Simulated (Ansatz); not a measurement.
# SiO₂: what each run costs

Cell: 12 atoms, space group P6_322, a = 5.069 Å, b = 5.069 Å, c = 8.558 Å, α = 90.00°, β = 90.00°, γ = 120.00°.

All runs are DFT with Ansatz 0.2.0 on 1 thread of AMD EPYC 9R14 (Zen 4) (x86_64; 16 cores open to the job, memory cap 3.0 GiB, no GPU), a shared host.

(1) Rank the runs by wall time, shortest first.
A. single point, PBE, gradients read without the response of the cores, 420 eV, 6×6×3 k-points, smearing 0.02 eV
B. single point, r2SCAN, gradients read without the response of the cores, 500 eV, 6×6×3 k-points, smearing 0.02 eV
C. single point, HSE06, gradients read without the response of the cores, 420 eV, 4×4×2 k-points, smearing 0.02 eV

## Answers

(1) A (6.6 s, 0.45 GiB), B (13 s, 0.84 GiB), C (59 s, 1.9 GiB).
